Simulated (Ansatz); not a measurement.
## CrO2

Level of theory: DFT, PBE with spin–orbit coupling, two-component spinors; plane waves to 420 eV with PAW datasets (Ansatz 0.2.0), 6×6×10 k-mesh, Gaussian smearing of 0.05 eV. The datasets are Ansatz's generated set soft_2.

```yaml
crystal:
  lattice:
    - [4.44352, 0.00000, 0.00000]
    - [0.00000, 4.44352, 0.00000]
    - [0.00000, 0.00000, 2.92274]
  atoms:
    - { symbol: Cr, position: [0.00000, 0.00000, 0.00000] }
    - { symbol: Cr, position: [0.50000, 0.50000, 0.50000] }
    - { symbol: O, position: [0.30357, 0.30357, 0.00000] }
    - { symbol: O, position: [0.19643, 0.80357, 0.50000] }
    - { symbol: O, position: [0.69643, 0.69643, 0.00000] }
    - { symbol: O, position: [0.80357, 0.19643, 0.50000] }
```

The chain of runs began from a cell as deposited in COD, expanded in volume.

Magnetic state: ferromagnetic, site spin moments Cr 1.91; O 0.28 μB, along [001] (Cartesian), which lowers the symmetry.

The run above is the reference. The same cell was run again with other input settings; several of them aren't fit for production, so the rows show the settings' effect and aren't properties of the material.

| keys changed | outcome | ΔE (meV/atom) | P (GPa) | gap on the mesh (eV) | cell moment (μB) | largest force component (eV/Å) | SCF iterations | rough core-seconds | new warnings |
| --- | --- | --- | --- | --- | --- | --- | --- | --- | --- |
| none (reference) | converged | 0.0 | -0.1 | metal | 4.00 | 0.008 | – | – | – |
| accuracy: "high"; scf.occupations.method: "gaussian" → "methfessel_paxton"; scf.occupations.width: 0.05 → 0.3; scf.mixing.algorithm: "broyden"; scf.mixing.beta: 0.7; scf.mixing.ndim: 4 | converged | 0.3 | -0.1 | metal | 4.00 | 0.003 | 15 | 150 | – |
| hamiltonian.xc: "pbe" → "r2scan" | converged | – | -5.0 | metal | 4.00 | 0.028 | 17 | 300 | cutoff below recommended |
| kpoints.mp_grid.shift: [0.5, 0.5, 0.5]; scf.occupations.method: "gaussian" → "cold"; scf.occupations.width: 0.05 → 0.1; scf.eigensolver.kind: "davidson" | converged | 0.4 | -0.1 | metal | 4.00 | 0.003 | 12 | 90 | – |
| basis.ecutrho_ratio: 4 → 9; basis.ecutwfc: 420 → "350 eV" | converged | 70.7 | -0.5 | metal | 4.00 | 0.018 | 12 | 80 | cutoff below recommended |
| basis.ecutwfc: 420 → "51.4 Ry" | converged | -5.3 | -0.1 | metal | 4.00 | 0.008 | 13 | 290 | – |
| basis.ecutwfc: 420 → "36.7 Ry" | converged | -4.2 | -0.1 | metal | 4.00 | 0.008 | 13 | 170 | – |
| kpoints.mp_grid.shift: [0.5, 0.5, 0.5] | converged | 0.3 | -0.1 | metal | 4.00 | 0.002 | 12 | 50 | – |

ΔE is the energy with the smearing extrapolated to zero. It is left out where the change alters the Hamiltonian or the spin treatment. The varied runs start from atomic densities (corrected by the program's trained start where that serves), with the default search for lower states unless a row changes it, while the reference went on from a saved state, so a magnet may end in another state whatever the setting.

Problem. What happens with these changes: hamiltonian.dispersion: "d3bj"?

Solution. outcome converged, P (GPa) -3.3, gap on the mesh (eV) metal, cell moment (μB) 4.00, largest force component (eV/Å) 0.006, SCF iterations 12, rough core-seconds 90.

The pair part of a dispersion correction pulls inward (a three-body part mostly pushes out), and in metals and ionic crystals with large ions it often overbinds.

1 further run (cut off, refused for memory, with changed atoms or starts, or in doubt) is left out.

Of the reference: Site moments are of spin, integrated over Gaussian weights of 0.5 Å, which gives about a tenth less on f atoms than spheres do. Compounds of this kind are often insulators, Mott or charge-transfer ones with an open 3d shell, so the metal found may come from the functional, which lacks a U or exact exchange, or from the structure. Only parallel moments were tried, so the real magnetic order may be another.
